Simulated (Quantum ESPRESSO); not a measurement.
Crystal: PbO2.

```
Pb O
1.0
     0.00000    2.70199    2.70199
     2.70199    0.00000    2.70199
     2.70199    2.70199    0.00000
Pb O
1 2
Direct
  0.99611 0.00198 0.00536
  0.74542 0.74686 0.74195
  0.23800 0.27224 0.24122
```

The cell comes from a database or a generator and needn't be the stable form of this composition.

The cell isn't the ideal one: atoms moved at random, drawn with an rms of 0.05 Å.

Below is the output of Quantum ESPRESSO 7.5 for this cell. Logs are shortened: lines on timing, memory, paths and dates and some standing lists are left out, and cuts for length are marked.

```text
This program is part of the open-source Quantum ESPRESSO suite
     for quantum simulation of materials; please cite
         "P. Giannozzi et al., J. Phys.:Condens. Matter 21 395502 (2009);
         "P. Giannozzi et al., J. Phys.:Condens. Matter 29 465901 (2017);
         "P. Giannozzi et al., J. Chem. Phys. 152 154105 (2020);
     in publications or presentations arising from this work. More details at

     file Pb.pbe-dn-kjpaw_psl.0.2.2.UPF: wavefunction(s)  6S renormalized
     file O.pbe-n-kjpaw_psl.0.1.UPF: wavefunction(s)  2P renormalized

     Subspace diagonalization in iterative solution of the eigenvalue problem:
     a serial algorithm will be used

     G-vector sticks info
     --------------------
     sticks:   dense  smooth     PW     G-vecs:    dense   smooth      PW
     Sum        1573     793    241                41391    14649    2445

     Using Slab Decomposition

     bravais-lattice index     =            0
     lattice parameter (alat)  =       7.2210  a.u.
     unit-cell volume          =     266.2434 (a.u.)^3
     number of atoms/cell      =            3
     number of atomic types    =            2
     number of electrons       =        26.00
     number of Kohn-Sham states=           20
     kinetic-energy cutoff     =      55.0000  Ry
     charge density cutoff     =     440.0000  Ry
     scf convergence threshold =      6.0E-10
     mixing beta               =       0.5000
     number of iterations used =            8  plain     mixing
     Exchange-correlation= SLA  PW   PBX  PBC
                           (   1   4   3   4   0   0   0)

     celldm(1)=   7.221010  celldm(2)=   0.000000  celldm(3)=   0.000000
     celldm(4)=   0.000000  celldm(5)=   0.000000  celldm(6)=   0.000000

     crystal axes: (cart. coord. in units of alat)
               a(1) = (   0.000000   0.707107   0.707107 )
               a(2) = (   0.707107   0.000000   0.707107 )
               a(3) = (   0.707107   0.707107   0.000000 )

     reciprocal axes: (cart. coord. in units 2 pi/alat)
               b(1) = ( -0.707107  0.707107  0.707107 )
               b(2) = (  0.707107 -0.707107  0.707107 )
               b(3) = (  0.707107  0.707107 -0.707107 )

     PseudoPot. # 1 for Pb read from file:
     Pb.pbe-dn-kjpaw_psl.0.2.2.UPF
     Pseudo is Projector augmented-wave + core cor, Zval = 14.0
     Generated using "atomic" code by A. Dal Corso  v.5.0.99 svn rev. 10869
     Shape of augmentation charge: PSQ
     Using radial grid of 1281 points,  6 beta functions with:
                l(1) =   0
                l(2) =   0
                l(3) =   1
                l(4) =   1
                l(5) =   2
                l(6) =   2
     Q(r) pseudized with 0 coefficients

     PseudoPot. # 2 for O  read from file:
     O.pbe-n-kjpaw_psl.0.1.UPF
     Pseudo is Projector augmented-wave + core cor, Zval =  6.0
     Generated using "atomic" code by A. Dal Corso  v.5.0.99 svn rev. 10869
     Shape of augmentation charge: BESSEL
     Using radial grid of 1095 points,  4 beta functions with:
                l(1) =   0
                l(2) =   0
                l(3) =   1
                l(4) =   1
     Q(r) pseudized with 0 coefficients

     atomic species   valence    mass     pseudopotential
     Pb               14.00   207.20000     Pb( 1.00)
     O                 6.00    15.99900     O ( 1.00)

     No symmetry found

   Cartesian axes

     site n.     atom                  positions (alat units)
         1        Pb     tau(   1) = (   0.0051916   0.0010402  -0.0013527  )
         2        O      tau(   2) = (   1.0527512   1.0517322   1.0552020  )
         3        O      tau(   3) = (   0.3630675   0.3388533   0.3607913  )

     number of k points=   365  Fermi-Dirac smearing, width (Ry)=  0.0037

     Number of k-points >= 100: set verbosity='high' to print them.

     Dense  grid:    41391 G-vectors     FFT dimensions: (  50,  50,  50)

     Smooth grid:    14649 G-vectors     FFT dimensions: (  36,  36,  36)

     Initial potential from superposition of free atoms

     starting charge      25.9976, renormalised to      26.0000
     Starting wfcs are   17 randomized atomic wfcs +    3 random wfcs
     Checking if some PAW data can be deallocated...

     Self-consistent Calculation

     iteration #  1     ecut=    55.00 Ry     beta= 0.50
     Davidson diagonalization with overlap
     ethr =  1.00E-02,  avg # of iterations =  6.8

     total energy              =    -953.41578041 Ry
     estimated scf accuracy    <       0.77413778 Ry

     iteration #  2     ecut=    55.00 Ry     beta= 0.50
     Davidson diagonalization with overlap
     ethr =  2.98E-03,  avg # of iterations =  2.0
[... 113 lines left out ...]
     total energy              =    -953.74571765 Ry
     estimated scf accuracy    <          4.4E-09 Ry

     iteration # 14     ecut=    55.00 Ry     beta= 0.50
     Davidson diagonalization with overlap
     ethr =  1.70E-11,  avg # of iterations =  2.0

     End of self-consistent calculation

     Number of k-points >= 100: set verbosity='high' to print the bands.

     the Fermi energy is     9.8996 ev

!    total energy              =    -953.74571765 Ry
     total all-electron energy =    -42064.967968 Ry
     estimated scf accuracy    <          8.0E-12 Ry
     smearing contrib. (-TS)   =      -0.00044064 Ry
     internal energy E=F+TS    =    -953.74527701 Ry

     The total energy is F=E-TS. E is the sum of the following terms:
     one-electron contribution =     -31.30657709 Ry
     hartree contribution      =      38.72201520 Ry
     xc contribution           =     -59.28437196 Ry
     ewald contribution        =    -154.33348393 Ry
     one-center paw contrib.   =    -747.54285922 Ry

     convergence has been achieved in  14 iterations

     Forces acting on atoms (cartesian axes, Ry/au):

     atom    1 type  1   force =    -0.00252301   -0.01226127    0.00408657
     atom    2 type  2   force =     0.01508412    0.00122541    0.00740805
     atom    3 type  2   force =    -0.01256111    0.01103586   -0.01149462

     Total force =     0.029479     Total SCF correction =     0.000001

     Computing stress (Cartesian axis) and pressure

          total   stress  (Ry/bohr**3)                   (kbar)     P=       15.39
   0.00011409  -0.00001672   0.00000603           16.78       -2.46        0.89
  -0.00001672   0.00009500  -0.00003792           -2.46       13.98       -5.58
   0.00000603  -0.00003792   0.00010470            0.89       -5.58       15.40

=------------------------------------------------------------------------------=
   JOB DONE.
=------------------------------------------------------------------------------=
```

What input gives this log?

Single point with PBE, no spin polarisation. The files as run (others can give the same):

pw.in
```
&CONTROL
  calculation = 'scf'
  prefix = 'pwscf'
  outdir = './tmp'
  pseudo_dir = './pseudo'
  tprnfor = .true.
  tstress = .true.
  disk_io = 'nowf'
/
&SYSTEM
  ibrav = 0
  nat = 3
  ntyp = 2
  ecutwfc = 55
  ecutrho = 440
  nbnd = 20
  occupations = 'smearing'
  smearing = 'fd'
  degauss = 0.00367493
/
&ELECTRONS
  conv_thr = 6d-10
  electron_maxstep = 120
  mixing_beta = 0.5
/
ATOMIC_SPECIES
Pb   207.2000 Pb.pbe-dn-kjpaw_psl.0.2.2.UPF
O     15.9990 O.pbe-n-kjpaw_psl.0.1.UPF
CELL_PARAMETERS angstrom
   0.0000000000    2.7019920000    2.7019920000
   2.7019920000    0.0000000000    2.7019920000
   2.7019920000    2.7019920000    0.0000000000
ATOMIC_POSITIONS crystal
Pb    -0.0038920000    0.0019790000    0.0053630000
O      0.7454200000    0.7468610000    0.7419540000
O      0.2379960000    0.2722400000    0.2412150000
K_POINTS automatic
9 9 9 0 0 0
```

Potentials or basis: SSSP 1.3 efficiency PBE.
Command:
```sh
$ OMP_NUM_THREADS=1 pw.x -in pw.in > pw.out
```
